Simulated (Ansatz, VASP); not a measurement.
## ZnSe (Stilleite): VASP beside Ansatz

One calculation is typed for both programs; each brings its own data sets and cutoff. How far apart do they land?

Calculated with Ansatz 0.2.0; plane waves, with VASP 6.6.1 beside it; G0W0 gap at PBE.

## Step 1: Set-up

Symmetry: F-43m, No. 216, cubic system. Conventional cell: a = 5.668 Å, b = 5.668 Å, c = 5.668 Å, α = 90.00°, β = 90.00°, γ = 90.00°. Nearest to Zn lie 4 Se at 2.45 Å. Nearest to Se lie 4 Zn at 2.45 Å. Farther neighbours and most contacts between anions are not listed.

## Step 2: Ansatz: G0W0 gap, PBE

Ansatz runs on its default PAW (the set named soft_2) files.

Quasiparticle shifts depend on high empty states and on the cores, so they are the hardest test of two PAW sets.

input.yaml reads:

```yaml
crystal:
  lattice:
    - [0.0, 2.8338, 2.8338]
    - [2.8338, 0.0, 2.8338]
    - [2.8338, 2.8338, 0.0]
  atoms:
    - { symbol: Zn, position: [0.0, 0.0, 0.0] }
    - { symbol: Se, position: [0.25, 0.25, 0.25] }
hamiltonian:
  xc: pbe
  pseudopotentials: { kind: paw }
kpoints:
  mp_grid: { grid: [4, 4, 4] }
scf:
  occupations: { method: fixed }
gw:
  n_empty_bands: 127
  ecut_chi: 120.0
  qp_bands: [v2, c2]
  qp_kpoints: band_edges
  screening: { model: contour_deformation }
```

Launch:

```sh
> ansatz run input.yaml --threads 4 --pin off --max-ram 9216MiB --backend cpu --events-out ev --progress --plain --runs-dir out
```

Numbers of over 12 decimals in the logs are rounded to 6 here.

The program printed:

```text
Engine: ansatz 0.2.0, x86_64-unknown-linux-gnu
Pseudopotentials: kind: paw
Pseudopotential: Zn, paw, valence charge 12, recommended cutoff 420 eV (normal), Zn.paw.azcp
Pseudopotential: Se, paw, valence charge 16, recommended cutoff 420 eV (normal), Se.paw.azcp
Functional definition: PBE
  parameter kappa = 0.804
  parameter beta = 0.066725
  exchange = pbe_x(kappa = kappa, mu = beta*pi^2/3)
  correlation = pbe_c(beta = beta)
Crystal: 2 atoms, lattice volume = 45.513 Å³
Basis set: ecut = 420 eV, 893 PW (Γ)
Bands: 18, of which v1, the nominal top of the filled ones, is band 14 counted from 1 (13 counted from 0)
Symmetry: 24 space group operations
Space group: F-43m (ITA 216), of the structure as read, at distance tolerance 3.6e-5 Å
k-points: 8 of 64 (time reversal used)
Non-local potential: Zn, projectors of the file, l = 0: 2, l = 1: 2, l = 2: 3, l = 3: 1
Non-local potential: Se, projectors of the file, l = 0: 2, l = 1: 2, l = 2: 3, l = 3: 1
PAW form: soft (Blöchl's): semilocal exchange-correlation on the pseudo side does not see the compensation charge
PAW one-centre angular grid: Zn, 590 points (default); XC on 64 Gauss nodes
PAW one-centre angular grid: Se, 590 points (default); XC on 64 Gauss nodes
Initial density: superposition of atomic densities (neutral atoms: chi_scale 0, normalization atom), corrected by the library's trained network
Initial wavefunctions: pseudopotential atomic-orbital guess
Functional: x = pbe(κ = 0.804, μ = 0.219515), c = pbe(β = 0.066725)
SCF iter   1: F=—  HF=-8789.459623 eV  |F-HF|=—  |Δ(HF+E_count)|=         —  Δρ=7.17e-4  dr2=2.90e-4  ethr=1.77e-3  ⟨swp⟩=5.0  Hψ=660  notcnv=0  defer=11
preconditioner: auto → none  [insulator: Δε(μ)=1.281 eV  Ē_g=11.869 eV  n_scr=14 (ndim 8)  ℏωp=23.4 eV  f_vac=0.121  ε∞_Penn≈4.9]
SCF iter   2: F=—  HF=-8789.459596 eV  |F-HF|=—  |Δ(HF+E_count)|=   2.76e-5  Δρ=2.98e-4  dr2=2.78e-5  ethr=1.03e-6  ⟨swp⟩=2.0  Hψ=340  notcnv=0  defer=12
SCF iter   3: F=—  HF=-8789.459593 eV  |F-HF|=—  |Δ(HF+E_count)|=   2.22e-6  Δρ=1.52e-4  dr2=6.50e-6  ethr=9.92e-8  ⟨swp⟩=2.0  Hψ=256  notcnv=0  defer=7
SCF iter   4: F=—  HF=-8789.459603 eV  |F-HF|=—  |Δ(HF+E_count)|=   9.93e-6  Δρ=7.29e-5  dr2=1.29e-6  ethr=2.32e-8  ⟨swp⟩=2.0  Hψ=256  notcnv=0  defer=15
SCF iter   5: F=—  HF=-8789.459603 eV  |F-HF|=—  |Δ(HF+E_count)|=   2.33e-7  Δρ=1.66e-5  dr2=1.53e-7  ethr=4.61e-9  ⟨swp⟩=2.0  Hψ=208  notcnv=0  defer=16
SCF iter   6: F=-8789.459603 eV  HF=-8789.459603 eV  |F-HF|=2.16e-9  |Δ(HF+E_count)|=   8.85e-8  Δρ=4.18e-6  dr2=3.69e-9  ethr=3.57e-10  ⟨swp⟩=5.5  Hψ=568  notcnv=0
SCF 1 converged in 6 iterations: F = -8789.459603 eV  dr2 = 3.69e-9
  greatest PAW one-centre occupation: 1.000 electrons in one spin orbital (limit 2), on the Se atom at site 1 (counted from 0), in its partial waves of l = 2
NSCF: frozen V_eff on 8 k-points
G₀W₀ screening: q 1/8
G₀W₀ screening: q 2/8 (q-point 5)
G₀W₀ screening: q 3/8 (q-point 6)
G₀W₀ screening: q 4/8 (q-point 2)
G₀W₀ screening: q 5/8 (q-point 4)
G₀W₀ screening: q 6/8 (q-point 8)
G₀W₀ screening: q 7/8 (q-point 3)
G₀W₀ screening: q 8/8 (q-point 7)
G₀W₀ self-energy: k 1/7
G₀W₀ self-energy: k 2/7
G₀W₀ self-energy: k 3/7
G₀W₀ self-energy: k 4/7
G₀W₀ self-energy: k 5/7
G₀W₀ self-energy: k 6/7
G₀W₀ self-energy: k 7/7
NSCF: frozen V_eff on 1 k-points
SCF converged after 6 iterations
Free energy (F): -8789.459603 eV
Harris-Foulkes:  -8789.459603 eV  (|F-HF|=2.16e-9)
Internal energy: -8789.459603 eV  (E = F + TS)
E sigma→0 (E₀):  -8789.459603 eV
Fermi energy:    6.808588 eV
--- Per-component energies (eV) ---
  E_band       = -380.492190
  E_kinetic    = 250.445684
  E_local      = -4392.031919  (includes V_loc(G=0)·N_el)
  E_nonlocal   = 18.433573
  E_hartree    = 2035.653355
  E_xc         = -241.548169
  E_vxc        = -150.357636  (∫ρ·V_xc dr)
  E_paw        = -3739.468391  (= ΣΔE_a)
  E_vpaw       = -178.288276  (= ΣTr[D̂ρ^β])
  E_aug_tail   = -0.000889  (compensation charges beyond the density's cutoff)
  E_ewald      = -2720.942845
  E_smearing   = -0.000000  (= −TS)
  E_closure    = -0.000000  (closes the sum)
  Σ components = -8789.459603   (vs F -8789.459603, Δ=0.00e0)
--- Band table (eV; the first three rows and the last of 8) ---
  k-point 0: bands = [... 10 lower, 0.6084, 6.8086, 6.8086, 6.8086, 8.0842, 12.5971, 12.5971, 12.5971]
  k-point 1: bands = [... 10 lower, 0.6085, 3.7543, 6.3303, 6.3303, 9.5424, 13.2301, 13.2301, 13.3651]
  k-point 2: bands = [... 10 lower, 0.7680, 1.5709, 5.9382, 5.9382, 9.3373, 13.1782, 13.1782, 15.3694]
  k-point 7: bands = [... 10 lower, 0.9097, 2.1114, 4.0402, 4.1395, 12.2794, 12.3501, 13.7585, 14.5115]
--- G₀W₀: contour deformation, 7 samples at zero and on the imaginary axis and 2 off it, 64 q-points, 127 empty bands' worth ---
  eigenvalues of the whole cell's RPA ε∞ on this k-mesh (on a slab, of 1 + 4πα/V) = 13.6247, 13.6247, 13.6247; static W/v taken at q = 0 is 0.073396
  gw.qp_kpoints: band_edges: 7 of 8 stored k-points solved, in 1 pass; an edge of the gap read off the rows below is read off those points alone
    valence top: of the k-points left out ik 5 came nearest to being solved in a further pass, in band 14 (counted from 1, as in the quasiparticle table): it holds the edge there only if its correction is more favourable than any solved in that band by at least 0.912 eV; those differ by 0.089 eV
    conduction bottom: of the k-points left out ik 5 came nearest to being solved in a further pass, in band 15 (counted from 1, as in the quasiparticle table): it holds the edge there only if its correction is more favourable than any solved in that band by at least 2.488 eV; those differ by 0.365 eV
    ik  band        ε_KS         Σx   Σc(E_QP)       V_xc       Z   E_QP_lin       E_QP  E_QP is
     0    13      6.8086   -21.9523     2.3832   -18.8521  0.7522     6.0699     6.0916  root
     0    14      6.8086   -21.9523     2.3832   -18.8521  0.7522     6.0699     6.0916  root
     0    15      8.0842    -9.4842    -4.0129   -13.7998  0.7769     8.3897     8.3870  root
     0    16     12.5971    -6.9156    -4.5032   -11.6469  0.7616    12.8270    12.8252  root
     1    13      6.3303   -21.0866     2.4232   -17.9225  0.7498     5.5653     5.5895  root
     1    14      6.3303   -21.0866     2.4232   -17.9225  0.7498     5.5653     5.5895  root
     1    15      9.5424    -8.9455    -4.1402   -13.3787  0.7721     9.8381     9.8354  root
     1    16     13.2301    -7.1655    -4.6213   -12.0172  0.7547    13.4622    13.4605  root
     2    13      5.9382   -20.4408     2.4845   -17.1961  0.7472     5.1516     5.1779  root
     2    14      5.9382   -20.4408     2.4845   -17.1961  0.7472     5.1516     5.1779  root
     2    15      9.3373    -8.7740    -4.0743   -13.1200  0.7746     9.6113     9.6090  root
     2    16     13.1782    -7.1321    -4.4810   -11.7928  0.7574    13.3590    13.3580  root
     3    13      5.5554   -19.9852     2.5506   -16.6548  0.7443     4.7467     4.7755  root
     3    14      5.5554   -19.9852     2.5506   -16.6548  0.7443     4.7467     4.7755  root
     3    15     10.7177    -8.7458    -4.2142   -13.2405  0.7672    11.0008    10.9983  root
     3    16     10.8254    -7.6956    -4.1064   -11.9151  0.7713    10.9389    10.9385  root
     4    13      4.3600   -19.2559     2.8350   -15.6003  0.7327     3.5029     3.5395  root
     4    14      5.2141   -19.4061     2.6026   -16.0119  0.7415     4.3917     4.4225  root
     4    15     10.5471    -8.1721    -4.0486   -12.3789  0.7723    10.7061    10.7053  root
     4    16     12.3926    -8.5592    -4.5231   -13.3447  0.7530    12.6575    12.6550  root
     6    13      4.6179   -18.3858     2.6907   -14.8896  0.7351     3.7788     3.8124  root
     6    14      4.6179   -18.3858     2.6907   -14.8896  0.7351     3.7788     3.8124  root
     6    15      9.7787    -6.9876    -3.7047   -10.6302  0.7821     9.7166     9.7165  root
     6    16     10.2585    -8.9007    -3.9485   -13.0387  0.7724    10.4491    10.4480  root
     7    13      4.0402   -20.3878     3.2466   -16.2555  0.7260     3.1071     3.1545  root
     7    14      4.1395   -16.7571     2.5712   -13.3910  0.7319     3.3101     3.3446  root
     7    15     12.2794    -8.0527    -4.0244   -12.0943  0.7646    12.2966    12.2966  root
     7    16     12.3501   -10.0640    -4.8146   -15.3545  0.7434    12.8351    12.8258  root
```

Wall time 4.1 s (4 threads of Intel Xeon 6975P-C (Granite Rapids), shared host); peak memory 0.58 GiB.

(Continued in part 2 of 2.)

[Lines on the potential files, build, host, timing and source positions are cut from VASP's logs without a mark.]

[Logs are printed without paths, hosts, clocks, repeated set-up lines and the standing remarks that a program may print on its own settings, such as how far it seeks lower states.]

[Hosts, paths, dates, database ids (printed as entryN), source tags and the programs' standing remarks are cut or masked in the printed files.]
